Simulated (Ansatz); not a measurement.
# Si7Ge: the cost of one run

Program: Ansatz 0.2.0. Level of theory: DFT PBEsol, scalar-relativistic, plane waves, PAW. These are calculated values, not measurements.

2 further runs of the same task are left out: 2 set aside as unsound or not needed.

**1. The starting structure**

Symmetry: P-43m, No. 215, cubic system. The conventional cell has a = 5.459 Å, b = 5.459 Å, c = 5.459 Å, α = 90.00°, β = 90.00°, γ = 90.00°. Around Si (site symmetry 3m) lie 3 Si at 2.36 Å and 1 Ge at 2.39 Å. Si (site symmetry -42m) is surrounded by 4 Si at 2.36 Å. Ge (site symmetry -43m) is surrounded by 4 Si at 2.39 Å.

Structure file:

```cif
data_structure
_symmetry_space_group_name_H-M 'P 1'
_symmetry_Int_Tables_number 1
_cell_length_a 5.4592
_cell_length_b 5.4592
_cell_length_c 5.4592
_cell_angle_alpha 90.000
_cell_angle_beta 90.000
_cell_angle_gamma 90.000
_cell_volume 162.70
loop_
_atom_site_label
_atom_site_type_symbol
_atom_site_fract_x
_atom_site_fract_y
_atom_site_fract_z
_atom_site_occupancy
Si1 Si 0.25260 0.25260 0.25260 1
Si2 Si 0.00000 0.50000 0.50000 1
Si3 Si 0.50000 0.50000 0.00000 1
Si4 Si 0.50000 0.00000 0.50000 1
Si5 Si 0.74740 0.25260 0.74740 1
Si6 Si 0.74740 0.74740 0.25260 1
Si7 Si 0.25260 0.74740 0.74740 1
Ge1 Ge 0.00000 0.00000 0.00000 1
```

It goes back to an entry of the Materials Project, which need not be the stable form.

This cell was relaxed beforehand with the same method: volume 20.34 Å³/atom, gap on the mesh 0.28 eV.

**2. Dielectric function**

Contents of input.yaml:

```yaml
crystal:
  lattice:
    - [5.4591768191, 0.0, 0.0]
    - [0.0, 5.4591768191, 0.0]
    - [0.0, 0.0, 5.4591768191]
  atoms:
    - { symbol: Si, position: [0.2525976816, 0.2525976816, 0.2525976816] }
    - { symbol: Si, position: [0.0, 0.5, 0.5] }
    - { symbol: Si, position: [0.5, 0.5, 0.0] }
    - { symbol: Si, position: [0.5, 0.0, 0.5] }
    - { symbol: Si, position: [0.7474023184, 0.2525976816, 0.7474023184] }
    - { symbol: Si, position: [0.7474023184, 0.7474023184, 0.2525976816] }
    - { symbol: Si, position: [0.2525976816, 0.7474023184, 0.7474023184] }
    - { symbol: Ge, position: [0.0, 0.0, 0.0] }
basis:
  ecutwfc: 420
kpoints:
  mp_grid: { grid: [8, 8, 8] }
hamiltonian:
  xc: pbesol
scf:
  occupations: { method: gaussian, width: 0.01 }
  n_extra_bands: 32
output:
  eigenvalues: true
  optics: { e_range: [0, 14], sigma: 0.1, nscf_kmesh: { grid: [12, 12, 12] } }
checkpoint:
  read: start.run
  write: ck
  compress: false
  write_wavefunctions: false
  write_every: 100000
```

Command:

```console
$ ansatz run input.yaml --threads 4 --pin off --max-ram 12288MiB --backend cpu --events-out ev --progress --plain --runs-dir out
```

Q: Estimate wall time and peak memory on 4 threads of Intel Xeon 6975P-C (Granite Rapids), shared host.

About 38 s, with a peak of 1.8 GiB.
